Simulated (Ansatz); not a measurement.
MoS2, DFT, PBEsol, PAW with Ansatz's default frozen-core files, scalar-relativistic (Ansatz 0.2.0), run on 1 thread of Intel(R) Xeon(R) Platinum 8488C (Sapphire Rapids) on a shared host.

The geometry is COD entry 9007661, unchecked; take it as a test cell. The listed cell was then made from it by scaling, straining or moving an atom.

Command: `ansatz run input.yaml --threads 1 --pin off --max-ram 6144MiB --backend cpu --events-out ev --progress --plain --runs-dir out`

```yaml
crystal:
  lattice:
    - [1.5601261102, 0.9007392297, 6.0405721524]
    - [-1.5601261102, 0.9007392297, 6.0405721524]
    - [0.0, -1.8014784593, 6.0405721524]
  atoms:
    - { symbol: Mo, position: [0.0, 0.0, 0.0] }
    - { symbol: S, position: [0.7484, 0.7484, 0.7484] }
    - { symbol: S, position: [0.5849, 0.5849, 0.5849] }
kpoints:
  mp_grid: { grid: [13, 13, 13] }
scf:
  occupations: { method: fermi_dirac, width: 0.05 }
hamiltonian:
  xc: pbesol
  pseudopotentials: { kind: paw }
output:
  forces: true
  stress: true
  eigenvalues: true
  efg: { contact_densities: true }
```

Task: How large is the problem that the program sets up?

Result: 231 irreducible k-points, 987 plane waves at Γ, 17 bands.

Task: About how long does it take, and how much memory does it use?

Result: 13 s of wall time for 8 SCF iterations, with a peak of 0.57 GiB. Times on shared machines scatter by tens of per cent.

Task: And the same cell and mesh by all-electron PAW (datasets made for this crystal), asked for forces, stress, eigenvalues, efg, on the same hardware?

Result: 58 s, peak memory 1.4 GiB.
